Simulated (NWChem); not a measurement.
# One shape, several levels: C2H4O2 (acetic acid)

Aim: a comparison of 6 runs (B3LYP/6-311+G**, BHLYP/6-311+G**, PBE0/6-311+G**, TPSS/6-311+G**, r2SCAN/6-311+G**, revPBE/6-311+G**) of C2H4O2 (acetic acid). 

The calculation is run with NWChem 7.3.0.

### Step 1. The structure to begin with

C2H4O2 has 8 atoms, charge 0, and is taken as a singlet. SMILES: `CC(=O)O`. Geometry: relaxed at PBE0-D4/def2-TZVP. This is one conformer, not always the lowest.

Bond lengths: C1–C2 1.495 Å, C2–O3 1.200 Å, C2–O4 1.346 Å, C1–H5 1.092 Å, C1–H6 1.092 Å, C1–H7 1.087 Å, O4–H8 0.968 Å. Angles: C1–C2–O3 126.0°, C1–C2–O4 111.6°, O3–C2–O4 122.4°, C2–C1–H5 109.8°, C2–C1–H6 109.8°, C2–C1–H7 109.6°, C2–O4–H8 106.4°, H5–C1–H6 107.3°, H5–C1–H7 110.2°, H6–C1–H7 110.2°.

### Step 2. Energy and gradient at B3LYP/6-311+G(d,p) (run 1)

geom.xyz reads:

```xyz
8
C2H4O2
C     -0.014500     0.930100    -0.238800
C      0.292500    -0.474400     0.172400
O      1.373300    -0.900900     0.472400
O     -0.812400    -1.243900     0.171800
H     -0.453400     0.934500    -1.238300
H     -0.751800     1.361000     0.441100
H      0.897000     1.521400    -0.227000
H     -0.530700    -2.127900     0.446200
```

run.py reads:

```python
from ase.io import read
from ase.calculators.nwchem import NWChem

system = read('geom.xyz')

calc = NWChem(
    label='geom',
    theory='dft',
    memory='2200 mb',
    basis='6-311+G**',
    basispar='spherical bse',
    dft={'xc': 'b3lyp', 'mult': '1', 'grid': 'fine', 'convergence': 'energy 1e-08', 'iterations': '100', 'mulliken': None},
)
system.calc = calc

forces = system.get_forces()
e = system.get_potential_energy()
print(f"E = {e:.6f} eV")
print("forces (eV/A):")
for s, f in zip(system.symbols, forces):
    print(f"{s:2s} {f[0]:10.5f} {f[1]:10.5f} {f[2]:10.5f}")
print("dipole (e A):", system.get_dipole_moment().round(4))
```

Command:

```bash
$ export ASE_NWCHEM_COMMAND="nwchem PREFIX.nwi > PREFIX.nwo"
$ python run.py
```

Log:

```text
E = -6235.883123 eV
forces (eV/A):
C    -0.04859    0.20980   -0.06279
C    -0.03934    0.28904   -0.08089
O     0.49139   -0.21021    0.14074
O    -0.34561   -0.25125    0.00257
H    -0.00679    0.01892   -0.03204
H    -0.01630    0.03152    0.01630
H     0.01388    0.03178   -0.00571
H    -0.04859   -0.11961    0.02180
dipole (e A): [-0.3295  0.1238 -0.0899]
```

The calculator wrote geom.nwi:

```
title "geom"

permanent_dir geom

scratch_dir geom

start geom

geometry units angstrom nocenter noautosym noautoz
  C  -1.4500000000000001e-02 9.3010000000000004e-01 -2.3880000000000001e-01
  C  2.9249999999999998e-01 -4.7439999999999999e-01 1.7240000000000000e-01
  O  1.3733000000000000e+00 -9.0090000000000003e-01 4.7239999999999999e-01
  O  -8.1240000000000001e-01 -1.2439000000000000e+00 1.7180000000000001e-01
  H  -4.5340000000000003e-01 9.3450000000000000e-01 -1.2383000000000000e+00
  H  -7.5180000000000002e-01 1.3610000000000000e+00 4.4109999999999999e-01
  H  8.9700000000000002e-01 1.5214000000000001e+00 -2.2700000000000001e-01
  H  -5.3069999999999995e-01 -2.1278999999999999e+00 4.4619999999999999e-01
end

memory 2200 mb

basis spherical bse noprint
   * library 6-311+G**
end

dft
  xc b3lyp
  mult 1
  grid fine
  convergence energy 1e-08
  iterations 100
  mulliken
end

task dft gradient
```

geom.nwo:

```text
Northwest Computational Chemistry Package (NWChem) 7.3.0
             --------------------------------------------------------

           Job information
           ---------------

    nwchem branch   = 7.3.0
    use scalapack   = T
    input           = geom.nwi
    prefix          = geom.
    data base       = geom/geom.db
    status          = startup
    nproc           =        1

           Memory information
           ------------------

[... 5 lines left out ...]
    hardfail = no
[... 104 lines left out ...]
  convergence criterion.
[... 42 lines left out ...]
          Spatial weights used:  Erf1
[... 32 lines left out ...]
 1-e energy   =    -549.964629
[... 44 lines left out ...]
           Coulomb energy =      231.787489164924
[... 853 lines left out ...]
          Convergence on density requested:  1.00D-05
[... 28 lines left out ...]
          total energy or number of iterations.
[... 36 lines left out ...]
                 ----------------------------------------
                 |  Time  |  1-e(secs)   |  2-e(secs)   |
                 ----------------------------------------
                 |  CPU   |       0.01   |       3.74   |
                 ----------------------------------------
                 |  WALL  |       0.01   |       3.74   |
                 ----------------------------------------

 Task  times  cpu:       30.8s     wall:       30.8s
 Total times  cpu:       30.8s     wall:       30.8s
```

Wall time 32 s (1 thread of Intel Xeon at 2.60GHz (Ice Lake), shared host); peak memory 0.11 GiB.

### Step 3. Energy and gradient at BHLYP/6-311+G(d,p) (run 2)

input.nw reads:

```
start input
memory stack 880 mb heap 220 mb global 1100 mb
charge 0
geometry noautosym nocenter noautoz
   C     -0.014500     0.930100    -0.238800
   C      0.292500    -0.474400     0.172400
   O      1.373300    -0.900900     0.472400
   O     -0.812400    -1.243900     0.171800
   H     -0.453400     0.934500    -1.238300
   H     -0.751800     1.361000     0.441100
   H      0.897000     1.521400    -0.227000
   H     -0.530700    -2.127900     0.446200
end
basis spherical bse
   * library 6-311+G**
end
dft
   xc bhlyp
   grid fine
   convergence energy 1e-08
   iterations 100
   mulliken
end
task dft gradient
```

Command:

```bash
$ nwchem input.nw > input.out
```

Log:

```text
[...]
          Wavefunction type:  closed shell.
          No. of atoms     :     8
          No. of electrons :    32
[...]
          Charge           :     0
          Spin multiplicity:     1
[...]
          AO basis - number of functions:   112
[...]
              XC Information
              --------------
                        BHLYP Method XC Functional
                     Hartree-Fock (Exact) Exchange  0.500
                        Slater Exchange Functional  0.500 local
                    Becke 1988 Exchange Functional  0.500 non-local
              Lee-Yang-Parr Correlation Functional  1.000
[...]
 d= 0,ls=0.0,diis     1   -228.9174252335 -3.51D+02  1.14D-02  1.08D+00     2.9
[...]
 d= 0,ls=0.0,diis    11   -229.0334235575 -5.08D-09  3.45D-07  2.02D-09    25.6
         Total DFT energy =     -229.033423557512
      One electron energy =     -553.025700436486
           Coulomb energy =      231.744048993917
    Exchange-Corr. energy =      -29.447037551926
 Nuclear repulsion energy =      121.695265436982
[...]
      Total Density - Mulliken Population Analysis
     ---------------------------------------------
    Atom       Charge   Shell Charges
 -----------   ------   -------------------------------------------------------
    1 C    6     6.42   1.10  0.89  0.64  0.74  1.57  0.47  0.88  0.09 -0.01  0.05
    2 C    6     5.78   1.10  0.89  0.59  0.79  1.38  0.33  0.39  0.02  0.07  0.22
    3 O    8     8.35   1.08  0.91  0.96  1.01  2.04  0.88  1.40  0.03  0.04  0.02
    4 O    8     8.24   1.08  0.91  0.96  1.00  2.09  0.80  1.43 -0.08  0.02  0.01
    5 H    1     0.83   0.27  0.48  0.06  0.02
    6 H    1     0.83   0.27  0.48  0.06  0.02
    7 H    1     0.83   0.27  0.48  0.06  0.02
    8 H    1     0.73   0.26  0.36  0.04  0.07
[...]
  wavefunction    = closed shell
[...]
```

Run time: 32 s. Hardware: 1 thread of Intel Xeon at 2.60GHz (Ice Lake), shared host; peak memory 0.11 GiB.

Runs 3 to 5 aren't shown in full; the table further down has their settings and results.

### Step 4. Energy and forces at revPBE/6-311+G(d,p) (run 6)

c2h4o2.nw reads:

```
start c2h4o2
memory total 2200 mb
geometry units angstroms noautosym nocenter noautoz
 C       -0.014500       0.930100      -0.238800
 C        0.292500      -0.474400       0.172400
 O        1.373300      -0.900900       0.472400
 O       -0.812400      -1.243900       0.171800
 H       -0.453400       0.934500      -1.238300
 H       -0.751800       1.361000       0.441100
 H        0.897000       1.521400      -0.227000
 H       -0.530700      -2.127900       0.446200
end
basis spherical bse
 C library 6-311+G**
 O library 6-311+G**
 H library 6-311+G**
end
dft
 xc revpbe cpbe96
 grid fine
 convergence energy 1e-08
 maxiter 100
 mulliken
end
task dft gradient
```

Command:

```bash
$ nwchem c2h4o2.nw > c2h4o2.out
```

Log:

```text
[...]
          Wavefunction type:  closed shell.
          No. of atoms     :     8
          No. of electrons :    32
[...]
          Charge           :     0
          Spin multiplicity:     1
[...]
          AO basis - number of functions:   112
[...]
              XC Information
              --------------
                        RevPBE Exchange Functional  1.000
            Perdew 1991 LDA Correlation Functional  1.000 local
           PerdewBurkeErnz. Correlation Functional  1.000 non-local
[...]
 d= 0,ls=0.0,diis     1   -228.9514308097 -3.51D+02  2.15D-02  1.50D+00     3.0
[...]
 d= 0,ls=0.0,diis    12   -229.0940086297 -2.29D-11  5.07D-08  8.92D-11    28.1
         Total DFT energy =     -229.094008629697
      One electron energy =     -553.048926805133
           Coulomb energy =      231.752694883847
    Exchange-Corr. energy =      -29.493042145393
 Nuclear repulsion energy =      121.695265436982
[...]
  wavefunction    = closed shell
                         DFT ENERGY GRADIENTS
    atom               coordinates                        gradient
                 x          y          z           x          y          z
   1 C      -0.027401   1.757634  -0.451267    0.001397  -0.004322   0.001363
   2 C       0.552745  -0.896486   0.325789    0.008889  -0.012618   0.004790
   3 O       2.595161  -1.702454   0.892707   -0.032096   0.011680  -0.008662
   4 O      -1.535213  -2.350630   0.324655    0.022492   0.003923   0.002992
   5 H      -0.856802   1.765949  -2.340048    0.002406  -0.000932   0.005557
   6 H      -1.420696   2.571917   0.833558    0.004013  -0.003210  -0.003388
   7 H       1.695084   2.875029  -0.428968   -0.004640  -0.003674   0.000110
   8 H      -1.002878  -4.021148   0.843196   -0.002461   0.009152  -0.002761
[...]
```

Wall time 34 s (1 thread of Intel Xeon at 2.60GHz (Ice Lake), shared host); peak memory 0.11 GiB.

### Step 5. The series

```
run             level  energy (Eh)  dipole moment (D)  HOMO energy (eV)  LUMO energy (eV)  wall time
  1   B3LYP/6-311+G**  -229.164480               1.75             -7.99             -0.22       32 s
  2   BHLYP/6-311+G**  -229.033424               1.82             -9.88              0.53       32 s
  3    PBE0/6-311+G**  -228.905837               1.75             -8.23              0.10       32 s
  4    TPSS/6-311+G**  -229.188959               1.69                 –                 –       41 s
  5  r2SCAN/6-311+G**  -229.040963               1.75             -6.87             -0.77       39 s
  6  revPBE/6-311+G**  -229.094009               1.68             -6.48             -0.97       34 s
```

### Step 6. Summary of results

```
                       quantity          value
            run 6: total energy  -229.09401 Eh
           run 6: dipole moment         1.68 D
             run 6: HOMO energy       -6.48 eV
             run 6: LUMO energy       -0.97 eV
           run 6: HOMO–LUMO gap        5.51 eV
run 6: largest force on an atom     1.812 eV/Å
```

What this shows: The dipole moment (its size) runs from 1.68 D (revPBE/6-311+G**) to 1.82 D (BHLYP/6-311+G**). Over runs 1, 2, 3, 5, 6 the HOMO–LUMO gap runs from 5.51 eV (revPBE/6-311+G**) to 10.41 eV (BHLYP/6-311+G**). Totals of different functionals can't be ranked against each other. All runs together took 3.5 min, the longest 41 s.
